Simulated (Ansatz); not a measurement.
TePt:

```
Pt Te
1.0
     4.26288    0.00000    0.00000
    -2.13144    3.69176    0.00000
     0.00000    0.00000    5.66177
Pt Te
2 2
Direct
  0.00000 0.00000 0.00000
  0.00000 0.00000 0.50000
  0.33333 0.66667 0.25000
  0.66667 0.33333 0.75000
```

Measurements of this composition are mostly on another form, of space group No. 166.

Base run:

| Property | Result |
| --- | --- |
| Program | Ansatz 0.2.0 |
| Functional | PBEsol |
| Potentials or basis | Ansatz PAW |
| Cutoff | 420 eV (not typed: the program's choice for these potentials) |
| k mesh | 7 × 7 × 5 |
| Occupations | fermi-dirac, width 0.05 eV |
| Spin | no spin polarisation |
| Hubbard terms | Pt d U = 5 eV |

Its results: band gap on the k mesh none (metal or under the smearing width); pressure -4.6 GPa.

Q: The run is repeated on the same cell with these changes: hubbard terms from Pt d U = 5 eV to Pt d U = 8 eV. What comes out?

A: Band gap on the k mesh none (metal or under the smearing width); pressure -3.9 GPa.

Caveats: spin-orbit coupling is left out, which moves the levels of the heavy elements; U without spin polarisation on a metal has little footing; the PAW data sets come from PBE, with cores solved anew for the run's functional, which leaves a small shift of forces and pressure; the U is typed as a test and isn't derived for this compound.
